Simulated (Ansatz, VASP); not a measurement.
This is a calculation of Pb for VASP 6.6.1.

Contents of run.py:

```python
from ase.calculators.vasp import Vasp
from ase.dft.bandgap import bandgap
from ase.io import read

atoms = read('Pb.cif')
calc = Vasp(
    directory='calc',
    xc='hse03',
    pp='PBE',
    setups='recommended',
    prec='Accurate',
    encut=520,
    ediff=1e-06,
    ismear=1,
    sigma=0.1,
    lreal=False,
    lasph=True,
    nelm=100,
    algo='Normal',
    isif=2,
    lwave=False,
    lcharg=False,
    precfock='Normal',
    ivdw=13,
    kpts=[5, 5, 5],
    gamma=True,
    nbands=13,
)
atoms.calc = calc

print('energy (eV):', atoms.get_potential_energy())
print('free energy (eV):', atoms.get_potential_energy(force_consistent=True))
print('forces (eV/A):')
print(atoms.get_forces())
print('stress (eV/A^3, Voigt):', atoms.get_stress())
print('Fermi level (eV):', calc.get_fermi_level())
gap, top, bottom = bandgap(calc)
print('band gap (eV):', gap, 'from (spin, k, band)', top, 'to', bottom)
```

File Pb.cif:

```cif
data_Pb
_cell_length_a 3.42887095
_cell_length_b 3.42887095
_cell_length_c 3.42887095
_cell_angle_alpha 109.47122063
_cell_angle_beta 109.47122063
_cell_angle_gamma 109.47122063
_space_group_name_H-M_alt 'P1'
_space_group_name_Hall 'P 1'
_space_group_IT_number 1
loop_
_space_group_symop_operation_xyz
'x,y,z'
loop_
_atom_site_label
_atom_site_type_symbol
_atom_site_symmetry_multiplicity
_atom_site_Wyckoff_symbol
_atom_site_fract_x
_atom_site_fract_y
_atom_site_fract_z
_atom_site_occupancy
Pb1 Pb 1 a 0.0000000000 0.0000000000 0.0000000000 1
```

Potentials or basis: VASP PAW PBE potentials, release 64 (Pb_d).

Command:

```console
$ python run.py
```

Task: Translate it to Ansatz 0.2.0. Potentials there: Ansatz PAW.

Result: As run (the cutoff follows the program's own potentials):

input.yaml

```yaml
crystal:
  lattice:
    - [3.42887095, 0.0, 0.0]
    - [-1.1429569831, 3.2327705342, 0.0]
    - [-1.1429569831, -1.6163852665, 2.7996614075]
  atoms:
    - { symbol: Pb, position: [0.0, 0.0, 0.0] }
hamiltonian:
  xc: { exchange: pbe, correlation: pbe, exx: { coeff: 0.25, omega: 0.3 } }
  pseudopotentials: { kind: paw }
  dispersion: d4
kpoints:
  mp_grid: { grid: [5, 5, 5] }
scf:
  occupations: { method: methfessel_paxton, width: 0.1 }
output:
  forces: true
  stress: true
  eigenvalues: true
```

Potentials or basis: Ansatz PAW.

Run with:

```console
$ ansatz run input.yaml --threads 2 --pin off --max-ram 5632MiB --backend cpu --events-out ev --progress --plain --runs-dir out
```

Both were run:

|  | VASP | Ansatz | Ansatz less VASP |
| --- | --- | --- | --- |
| gap on the k mesh at the Fermi level (eV) | none | none | - |
| pressure (GPa) | -0.2 | -0.2 | -0.04 |
| dispersion energy (meV/atom) | -401.5 | -407.5 | -6.01 |

A gap of «none» marks a metal or a gap that the smearing closes.

Caveats: the k mesh is coarse (spacing up to 0.45 Å⁻¹), so the values aren't converged, least of all with exact exchange; pairwise dispersion overbinds metals, which lowers pressure and volume; the PAW data sets were made with another functional, which shifts forces and pressure a little (VASP); the PAW data sets come from PBE, with cores solved anew for the run's functional, which leaves a small shift of forces and pressure (Ansatz); the dispersion damping was fitted for another functional or another form of the correction (Ansatz); the thresholds are loose for stress (Ansatz). The runs have no spin-orbit coupling, so splittings on Pb are missing.
